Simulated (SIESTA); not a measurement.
# CdF2 under changes of volume

One of the cells (13.035 Å³/atom); the others are scaled copies at fixed shape and fractional positions:

```
CELL_PARAMETERS angstrom
0.00000 2.69400 2.69400
2.69400 0.00000 2.69400
2.69400 2.69400 0.00000
ATOMIC_POSITIONS crystal
Cd 0.00000 0.00000 0.00000
F 0.75000 0.75000 0.75000
F 0.25000 0.25000 0.25000
```

| Quantity | Value |
| --- | --- |
| Program | SIESTA 5.4.2 |
| Functional | LDA |
| Potentials or basis | PseudoDojo 0.4 standard (LDA files) |
| Basis | DZP (energy shift 0.003 Ry; two zetas on semicore shells) |
| Grid cutoff | 800 Ry |
| Energy shift | 0.003 Ry |
| k mesh | 9 × 9 × 9 |
| Occupations | fermi-dirac, width 0.05 eV |
| Spin | no spin polarisation |

| volume (Å³/atom) | energy over the lowest point (meV/atom) | pressure (GPa) | gap on the mesh (eV) |
| --- | --- | --- | --- |
| 12.253 | 1.53 | 2.4 | 3.08 |
| 12.513 | 0.00 | -0.5 | 3.01 |
| 12.774 | 3.11 | -3.2 | 2.94 |
| 13.035 | 10.07 | -5.4 | 2.87 |
| 13.295 | 20.47 | -7.4 | 2.80 |
| 13.556 | ? | ? | ? |
| 13.817 | 50.23 | -10.7 | 2.66 |

Problem. What does the run at 13.556 Å³/atom give?

Solution. Energy over the lowest point 34.03 meV/atom; pressure -9.2 GPa; gap on the mesh 2.73 eV.

Worked out: A Birch-Murnaghan fit of order 3 (a polynomial in V^(-2/3)) to the other rows has its minimum at 12.46 Å³/atom with B0 = V·E''(V) = 135 GPa and B' = 5.2. It gives 34.02 meV/atom at 13.556 Å³/atom, against the run's 34.03, and -dE/dV = -9.2 GPa, against -9.2. A straight line through the other rows of the gap, of slope -3.5 eV per unit of ln V, gives 2.73 eV, against the run's 2.73.

Energies are extrapolated to zero smearing.

Caveats: an odd mesh through Γ misses points on the zone boundary, where band edges often lie; the basis of atomic orbitals isn't converged, which shifts pressures, moduli and gaps. Spin-orbit coupling on Cd is left out.
